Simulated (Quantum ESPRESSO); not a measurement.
W:

```
W
1.0
    -1.58234    1.58234    1.58234
     1.58234   -1.58234    1.58234
     1.58234    1.58234   -1.58234
W
1
Direct
  0.00000 0.00000 0.00000
```

- Program: Quantum ESPRESSO 7.5
- Task: Hubbard U by linear response
- Functional: PBEsol
- Potentials or basis: GBRV 1.5 PBEsol
- Cutoff: 762 eV
- Density cutoff: 6095 eV
- k mesh: 10 × 10 × 10
- Occupations: cold, width 0.2 eV
- Spin: no spin polarisation
- Hubbard terms: W d U = 8.0 eV
- Start of the occupations: default
- Hubbard projectors: atomic
- Mixing beta: 0.3
- Most SCF iterations: 120
- SCF threshold: 2e-10 Ry
- q mesh: 2 × 2 × 2

Problem. What Hubbard parameters does linear response give?

Solution. U = 2.60 eV on W 5d. The values belong to these projectors, potentials and this ground state, and don't carry over to other codes.

Hubbard U from linear response:
| site | manifold | U (eV) |
| --- | --- | --- |
| 1 | W-5d | 2.60 |
On the first site the bare response is -0.654 and the screened one -0.220 eV⁻¹.

Eigenvalues of the final occupation matrices:
```
  site  spin  trace               eigenvalues
W 1 5d  each   3.33  0.52 0.52 0.77 0.77 0.77
```

Caveat: the computed U isn't converged in cell size; U without spin polarisation on a metal has little footing; the U is typed as a test and isn't derived for this compound.
